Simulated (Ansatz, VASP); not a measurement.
**BP: VASP beside Ansatz**

Aim: how closely do two programs agree when they are given the same cell, functional and k mesh?

Main program and level: Ansatz 0.2.0; plane waves, with VASP 6.6.1 beside it; band structure at PBE and single point at PBE.

## (1) Starting point

Symmetry: F-43m, No. 216, cubic system. Conventional cell: a = 4.538 Å, b = 4.538 Å, c = 4.538 Å, α = 90.00°, β = 90.00°, γ = 90.00°. Nearest to B lie 4 P at 1.97 Å. Nearest to P lie 4 B at 1.97 Å. Farther neighbours are not listed.

## (2) Ansatz: band structure, PBE

Ansatz runs on its default PAW (the set named soft_2) files.

Levels along a path test the potential and the projectors away from the mesh points.

The input, input.yaml:

```yaml
crystal:
  lattice:
    - [0.0, 2.269, 2.269]
    - [2.269, 0.0, 2.269]
    - [2.269, 2.269, 0.0]
  atoms:
    - { symbol: B, position: [0.0, 0.0, 0.0] }
    - { symbol: P, position: [0.25, 0.25, 0.25] }
hamiltonian:
  xc: pbe
  pseudopotentials: { kind: paw }
kpoints:
  mp_grid: { grid: [4, 4, 4] }
  band_path:
    path:
      - [0.0, 0.0, 0.0]
      - [0.18182, 0.0, 0.18182]
      - [0.36364, 0.0, 0.36364]
      - [0.40909, 0.0, 0.40909]
      - [0.5, 0.0, 0.5]
      - [0.5, 0.09091, 0.59091]
      - [0.5, 0.18182, 0.68182]
      - [0.5, 0.25, 0.75]
      - [0.45455, 0.29545, 0.75]
      - [0.40909, 0.34091, 0.75]
      - [0.375, 0.375, 0.75]
      - [0.20455, 0.20455, 0.40909]
      - [0.06818, 0.06818, 0.13636]
      - [0.04545, 0.04545, 0.04545]
      - [0.22727, 0.22727, 0.22727]
      - [0.40909, 0.40909, 0.40909]
      - [0.51136, 0.47727, 0.51136]
      - [0.55682, 0.38636, 0.55682]
      - [0.60227, 0.29545, 0.60227]
      - [0.61364, 0.25, 0.63636]
      - [0.56818, 0.25, 0.68182]
      - [0.51136, 0.25, 0.73864]
      - [0.5, 0.29545, 0.70455]
      - [0.5, 0.38636, 0.61364]
      - [0.5, 0.47727, 0.52273]
      - [0.47727, 0.47727, 0.54545]
      - [0.43182, 0.43182, 0.63636]
      - [0.38636, 0.38636, 0.72727]
      - [0.60227, 0.20455, 0.60227]
      - [0.55682, 0.11364, 0.55682]
      - [0.5, 0.0, 0.5]
    npoints: 1
scf:
  occupations: { method: gaussian, width: 0.01 }
  n_extra_bands: 7
output:
  forces: true
  stress: true
  eigenvalues: true
```

Started as:

```sh
> ansatz run input.yaml --threads 2 --pin off --max-ram 4608MiB --backend cpu --events-out ev --progress --plain --runs-dir out
```

Numbers of over 12 decimals in the logs are rounded to 6 here.

Log:

```text
scf.n_extra_bands = 7 over 4 filled bands (N_el = 8.0): the run solves 11 bands
Engine: ansatz 0.2.0, aarch64-unknown-linux-gnu
Pseudopotentials: kind: paw
Pseudopotential: B, paw, valence charge 3, recommended cutoff 420 eV (normal), B.paw.azcp
Pseudopotential: P, paw, valence charge 5, recommended cutoff 420 eV (normal), P.paw.azcp
Functional definition: PBE
  parameter kappa = 0.804
  parameter beta = 0.066725
  exchange = pbe_x(kappa = kappa, mu = beta*pi^2/3)
  correlation = pbe_c(beta = beta)
Crystal: 2 atoms, lattice volume = 23.363 Å³
Basis set: ecut = 420 eV, 459 PW (Γ), exchange–correlation on 48×48×48 points (8 copies of the dense FFT grid, shifted against one another)
Bands: 11, of which v1, the nominal top of the filled ones, is band 4 counted from 1 (3 counted from 0)
Symmetry: 24 space group operations
Space group: F-43m (ITA 216), of the structure as read, at distance tolerance 2.9e-5 Å
k-points: 8 of 64 (time reversal used)
Non-local potential: B, projectors of the file, l = 0: 2, l = 1: 2, l = 2: 1
Non-local potential: P, projectors of the file, l = 0: 2, l = 1: 2, l = 2: 2
PAW form: soft (Blöchl's): semilocal exchange-correlation on the pseudo side does not see the compensation charge
PAW one-centre angular grid: B, 110 points (default); XC on 64 Gauss nodes
PAW one-centre angular grid: P, 110 points (default); XC on 64 Gauss nodes
Initial density: superposition of atomic densities (neutral atoms: chi_scale 0, normalization atom), corrected by the library's trained network
Initial wavefunctions: pseudopotential atomic-orbital guess
Functional: x = pbe(κ = 0.804, μ = 0.219515), c = pbe(β = 0.066725)
SCF iter   1: F=—  HF=-912.275779 eV  |F-HF|=—  |Δ(HF+E_count)|=         —  Δρ=2.05e-3  dr2=1.11e-3  ethr=1.77e-3  ⟨swp⟩=6.1  Hψ=694  notcnv=0
preconditioner: auto → none  [insulator: Δε(μ)=1.332 eV  Ē_g=16.107 eV  σ=0.010 eV  W_gap=1.00  n_scr=0 (ndim 8)  ℏωp=21.7 eV  f_vac=0.000  D(μ)=0.00/eV (n_scr^D=0)  ε∞_Penn≈2.8]
SCF iter   2: F=—  HF=-912.275501 eV  |F-HF|=—  |Δ(HF+E_count)|=   2.78e-4  Δρ=1.13e-3  dr2=3.33e-4  ethr=1.38e-5  ⟨swp⟩=2.1  Hψ=216  notcnv=0  defer=20
SCF iter   3: F=—  HF=-912.275448 eV  |F-HF|=—  |Δ(HF+E_count)|=   5.31e-5  Δρ=4.04e-4  dr2=3.93e-5  ethr=4.16e-6  ⟨swp⟩=2.5  Hψ=131  notcnv=0  defer=20
SCF iter   4: F=—  HF=-912.275449 eV  |F-HF|=—  |Δ(HF+E_count)|=   3.54e-7  Δρ=1.47e-4  dr2=5.60e-6  ethr=4.91e-7  ⟨swp⟩=2.0  Hψ=96  notcnv=0  defer=20
SCF iter   5: F=—  HF=-912.275448 eV  |F-HF|=—  |Δ(HF+E_count)|=   7.10e-7  Δρ=3.15e-5  dr2=3.05e-7  ethr=7.00e-8  ⟨swp⟩=2.4  Hψ=96  notcnv=0  defer=20
SCF iter   6: F=-912.275448 eV  HF=-912.275448 eV  |F-HF|=1.38e-8  |Δ(HF+E_count)|=   8.26e-8  Δρ=7.77e-6  dr2=1.86e-8  ethr=1.25e-9  ⟨swp⟩=8.1  Hψ=457  notcnv=0
SCF 1 converged in 6 iterations: F = -912.275448 eV  dr2 = 1.86e-8
  greatest PAW one-centre occupation: 0.770 electrons in one spin orbital (limit 2), on the P atom at site 1 (counted from 0), in its partial waves of l = 0
NSCF: frozen V_eff on 31 k-points
SCF converged after 6 iterations
Free energy (F): -912.275448 eV
Harris-Foulkes:  -912.275448 eV  (|F-HF|=1.38e-8)
Internal energy: -912.275448 eV  (E = F + TS)
E sigma→0 (E₀):  -912.275448 eV
Fermi energy:    9.962890 eV
--- Per-component energies (eV) ---
  E_band       = 22.601276
  E_kinetic    = 122.456069
  E_local      = -68.474921  (includes V_loc(G=0)·N_el)
  E_nonlocal   = 44.849782
  E_hartree    = 17.318764
  E_xc         = -94.959769
  E_vxc        = -100.653259  (∫ρ·V_xc dr)
  E_paw        = -647.973857  (= ΣΔE_a)
  E_vpaw       = -10.213777  (= ΣTr[D̂ρ^β])
  E_aug_tail   = 0.000000  (compensation charges beyond the density's cutoff)
  E_ewald      = -285.491518
  E_smearing   = -0.000000  (= −TS)
  E_closure    = -0.000000  (closes the sum)
  Σ components = -912.275448   (vs F -912.275448, Δ=0.00e0)
--- Forces (eV/Å), atoms counted from 1 ---
  atom   1  B      0.00000000    -0.00000000    -0.00000000
  atom   2  P     -0.00000000     0.00000000    -0.00000000
  max |Σ_I F_I| component: 3.33e-16 eV/Å
--- Stress (GPa, compression-positive) ---
        2.228790      -0.000000      -0.000000
        0.000000       2.228790       0.000000
       -0.000000       0.000000       2.228790
  P = ⅓ Tr σ = 2.2288 GPa (22.288 kbar)
--- Band table (eV; the first three rows and the last of 8) ---
  k-point 0: bands = [-6.1656, 9.3052, 9.3052, 9.3052, 12.6914, 12.6914, 12.6914, 16.6782, ... 3 higher]
  k-point 1: bands = [-5.0600, 4.4523, 8.1856, 8.1856, 13.2941, 14.0501, 14.0501, 18.9095, ... 3 higher]
  k-point 2: bands = [-2.8392, 0.2591, 7.5440, 7.5440, 13.0734, 13.9938, 13.9938, 19.4136, ... 3 higher]
  k-point 7: bands = [-1.0340, 1.2421, 3.6173, 3.8249, 14.6185, 16.0465, 16.5339, 16.7313, ... 3 higher]
```

The job ended after 0.8 s (2 threads of Arm Neoverse V1, shared host; peak memory 0.24 GiB).

## (3) VASP: band structure, PBE

The same cell, functional, mesh and smearing now go to VASP, with its own data sets and cutoff.

Lines of VASP's logs that name or quote its potential files are left out, and so is its time.

The input, INCAR:

```
SYSTEM = BP
PREC = Accurate
ENCUT = 340
EDIFF = 1E-08
NELM = 100
ISMEAR = 0
SIGMA = 0.01
LREAL = .FALSE.
ALGO = Normal
GGA = PE
NBANDS = 10
LORBIT = 11
LWAVE = .TRUE.
LCHARG = .FALSE.
KPAR = 8
```

The input, POSCAR:

```
BP
1.0
    0.0000000000      2.2690000000      2.2690000000
    2.2690000000      0.0000000000      2.2690000000
    2.2690000000      2.2690000000      0.0000000000
B P
1 1
Direct
    0.0000000000      0.0000000000      0.0000000000
    0.2500000000      0.2500000000      0.2500000000
```

The input, KPOINTS:

```
Automatic mesh
0
Gamma
4 4 4
0 0 0
```

The input, KPOINTS_OPT:

```
Line mode
12
Line-mode
Reciprocal
  0.00000000   0.00000000   0.00000000 GAMMA
  0.50000000   0.00000000   0.50000000 X

  0.50000000   0.00000000   0.50000000 X
  0.50000000   0.25000000   0.75000000 W

  0.50000000   0.25000000   0.75000000 W
  0.37500000   0.37500000   0.75000000 K

  0.37500000   0.37500000   0.75000000 K
  0.00000000   0.00000000   0.00000000 GAMMA

  0.00000000   0.00000000   0.00000000 GAMMA
  0.50000000   0.50000000   0.50000000 L

  0.50000000   0.50000000   0.50000000 L
  0.62500000   0.25000000   0.62500000 U

  0.62500000   0.25000000   0.62500000 U
  0.50000000   0.25000000   0.75000000 W

  0.50000000   0.25000000   0.75000000 W
  0.50000000   0.50000000   0.50000000 L

  0.50000000   0.50000000   0.50000000 L
  0.37500000   0.37500000   0.75000000 K

  0.62500000   0.25000000   0.62500000 U
  0.50000000   0.00000000   0.50000000 X
```

The projector-augmented-wave data sets are B_GW and P_GW (PBE family, release 64).

Started as:

```sh
> mpirun -np 8 vasp_std
```

Log:

```text
[banner, memory and clock lines left out]
running    8 mpi-ranks, on    1 nodes
 distrk:  each k-point on    1 cores,    8 groups
 distr:  one band on    1 cores,    1 groups

 POSCAR found type information on POSCAR B P
 POSCAR found :  2 types and       2 ions
|                                                                             |
|           W    W    AA    RRRRR   N    N  II  N    N   GGGG   !!!           |
|           W    W   A  A   R    R  NN   N  II  NN   N  G    G  !!!           |
|           W    W  A    A  R    R  N N  N  II  N N  N  G       !!!           |
|           W WW W  AAAAAA  RRRRR   N  N N  II  N  N N  G  GGG   !            |
|           WW  WW  A    A  R   R   N   NN  II  N   NN  G    G                |
|           W    W  A    A  R    R  N    N  II  N    N   GGGG   !!!           |
|                                                                             |
|     For optimal performance we recommend to set                             |
|       NCORE = 2 up to number-of-cores-per-socket                            |
|     NCORE specifies how many cores store one orbital (NPAR=cpu/NCORE).      |
|     This setting can greatly improve the performance of VASP for DFT.       |
|     The default, NCORE=1 might be grossly inefficient on modern             |
|     multi-core architectures or massively parallel machines. Do your        |
|     Unfortunately you need to use the default for GW and RPA                |
|     calculations (for HF NCORE is supported but not extensively tested      |
|     yet).                                                                   |
|                                                                             |

 LDA part: xc-table for (Slater+PW92), standard interpolation
 POSCAR, INCAR and KPOINTS ok, starting setup
 FFT: planning ... GRIDC
 FFT: planning ... GRID_SOFT
 FFT: planning ... GRID
 WAVECAR not read
 entering main loop
       N       E                     dE             d eps       ncg     rms          rms(c)
DAV:   1     0.839094276358E+01    0.83909E+01   -0.36898E+03   160   0.610E+02
DAV:   2    -0.130440273022E+02   -0.21435E+02   -0.20986E+02   262   0.126E+02
DAV:   3    -0.134956811477E+02   -0.45165E+00   -0.45129E+00   208   0.164E+01
DAV:   4    -0.135027519032E+02   -0.70708E-02   -0.70698E-02   240   0.223E+00
DAV:   5    -0.135027930522E+02   -0.41149E-04   -0.41148E-04   200   0.128E-01    0.459E+00
DAV:   6    -0.128394779996E+02    0.66332E+00   -0.16377E+00   244   0.722E+00    0.211E+00
DAV:   7    -0.127427866776E+02    0.96691E-01   -0.21813E-01   246   0.274E+00    0.815E-01
DAV:   8    -0.127324064129E+02    0.10380E-01   -0.32634E-02   204   0.110E+00    0.963E-02
DAV:   9    -0.127328165815E+02   -0.41017E-03   -0.88494E-04   224   0.214E-01    0.493E-02
DAV:  10    -0.127329974081E+02   -0.18083E-03   -0.24989E-04   188   0.121E-01    0.120E-02
DAV:  11    -0.127329979486E+02   -0.54052E-06   -0.16882E-05   230   0.259E-02    0.413E-03
DAV:  12    -0.127329992317E+02   -0.12831E-05   -0.20973E-06   186   0.120E-02    0.655E-04
DAV:  13    -0.127329991320E+02    0.99717E-07   -0.63850E-08   254   0.167E-03    0.265E-04
DAV:  14    -0.127329991307E+02    0.13294E-08   -0.64331E-09   166   0.566E-04
   1 F= -.12732999E+02 E0= -.12732999E+02  d E =-.288642E-17
 Start KPOINTS_OPT (optional k-point list driver)
k-point batch [1-8\120]
       N       E                     dE             ncg
DAV:   1     0.332585793205E+03   -0.55275E+03      160
DAV:   2     0.142990531680E+03   -0.18960E+03      276
DAV:   3     0.138844120663E+03   -0.41464E+01      200
DAV:   4     0.138807647104E+03   -0.36474E-01      260
DAV:   5     0.138807454994E+03   -0.19211E-03      198
DAV:   6     0.138807450728E+03   -0.42657E-05      256
DAV:   7     0.138807450694E+03   -0.34605E-07      208
DAV:   8     0.138807450694E+03   -0.18068E-09      224
[...]
k-point batch [113-120\120]
       N       E                     dE             ncg
DAV:   1     0.166394981076E+03   -0.22839E+04      160
DAV:   2     0.179949995946E+02   -0.14840E+03      266
DAV:   3     0.143282416680E+02   -0.36668E+01      240
DAV:   4     0.143119638439E+02   -0.16278E-01      260
DAV:   5     0.143116405052E+02   -0.32334E-03      220
DAV:   6     0.143116391745E+02   -0.13307E-05      260
DAV:   7     0.143116391593E+02   -0.15194E-07      202
DAV:   8     0.143116391591E+02   -0.14283E-09      292
 writing wavefunctions
```

From OUTCAR (step 3):

```text
ion  position               nearest neighbor table
   1  0.000  0.000  0.000-   2 1.97   2 1.97   2 1.97   2 1.97
   2  0.250  0.250  0.250-   1 1.97   1 1.97   1 1.97   1 1.97

  LATTYP: Found a face centered cubic cell.
 ALAT       =     4.5380000000

 Subroutine GETGRP returns: Found 24 space group operations
 (whereof 24 operations were pure point group operations)

The static configuration has the point symmetry T_d .

 Found      8 irreducible k-points:

   k-points           NKPTS =      8   k-points in BZ     NKDIM =      8   number of bands    NBANDS=     10

   dimension x,y,z NGX =    20 NGY =   20 NGZ =   20
   dimension x,y,z NGXF=    40 NGYF=   40 NGZF=   40

   ENCUT  =  340.0 eV  24.99 Ry    5.00 a.u.   4.82  4.82  4.82*2*pi/ulx,y,z

   NELECT =       8.0000    total number of electrons

 k-points in reciprocal lattice and weights: Automatic mesh
   0.00000000  0.00000000  0.00000000       0.016
   0.25000000  0.00000000  0.00000000       0.125
   0.50000000  0.00000000  0.00000000       0.062
   0.25000000  0.25000000  0.00000000       0.094
   0.50000000  0.25000000  0.00000000       0.375
  -0.25000000  0.25000000  0.00000000       0.188
   0.50000000  0.50000000  0.00000000       0.047
  -0.25000000  0.50000000  0.25000000       0.094

 average (electrostatic) potential at core
       1 -25.0217       2 -72.6536

 E-fermi :   7.2312

 k-point     1 :       0.0000    0.0000    0.0000
  band No.  band energies     occupation
      1      -8.3012      2.00000
      2       7.1745      2.00000
      3       7.1745      2.00000
      4       7.1745      2.00000
      5      10.5606      0.00000
      6      10.5606      0.00000
      7      10.5606      0.00000
      8      14.5486      0.00000
      9      18.6861      0.00000
    ...

 k-point     2 :       0.2500    0.0000    0.0000
  band No.  band energies     occupation
      1      -7.1949      2.00000
      2       2.3209      2.00000
      3       6.0560      2.00000
      4       6.0560      2.00000
      5      11.1625      0.00000
      6      11.9202      0.00000
      7      11.9202      0.00000
      8      16.7895      0.00000
      9      18.0513      0.00000
    ...

 k-point     3 :       0.5000    0.0000    0.0000
  band No.  band energies     occupation
      1      -4.9732      2.00000
      2      -1.8732      2.00000
      3       5.4150      2.00000
      4       5.4150      2.00000
      5      10.9403      0.00000
      6      11.8630      0.00000
      7      11.8630      0.00000
      8      17.2987      0.00000
      9      21.6485      0.00000
    ...

  Total        0.2388620      0.2388620      0.2388620     -0.0000000      0.0000000     -0.0000000
  in kB       16.3803887     16.3803887     16.3803887     -0.0000000      0.0000000     -0.0000000
  external PRESSURE =      16.3803887 kB  Pullay stress =       0.0000000 kB

  energy-cutoff  :      340.00
  volume of cell :       23.36
      direct lattice vectors                 reciprocal lattice vectors
     0.000000000  2.269000000  2.269000000    -0.220361393  0.220361393  0.220361393
     2.269000000  0.000000000  2.269000000     0.220361393 -0.220361393  0.220361393
     2.269000000  2.269000000  0.000000000     0.220361393  0.220361393 -0.220361393

 POSITION                                       TOTAL-FORCE (eV/Angst)
 -----------------------------------------------------------------------------------
      0.00000      0.00000      0.00000         0.000000      0.000000      0.000000
      1.13450      1.13450      1.13450        -0.000000     -0.000000     -0.000000
 -----------------------------------------------------------------------------------
    total drift:                               -0.000000     -0.000000     -0.000000

  FREE ENERGIE OF THE ION-ELECTRON SYSTEM (eV)
  ---------------------------------------------------
  free  energy   TOTEN  =       -12.7329991307 eV

  energy  without entropy=      -12.7329991307  energy(sigma->0) =      -12.73299913

 total charge
# of ion       s       p       d       tot
------------------------------------------
    1        0.628   1.223   0.000   1.851
    2        1.076   1.794   0.142   3.013
--------------------------------------------------
tot          1.705   3.017   0.142   4.864

[... 3 further parts left out ...]
```

The run ends at a pressure of 1.64 GPa.

(Part 1 of 2 ends here.)

[Lines on the potential files, build, host, timing and source positions are cut from VASP's logs without a mark.]

[Logs are printed without paths, hosts, clocks, repeated set-up lines and the standing remarks that a program may print on its own settings, such as how far it seeks lower states.]

[Hosts, paths, dates, database ids (printed as entryN), source tags and the programs' standing remarks are cut or masked in the printed files.]
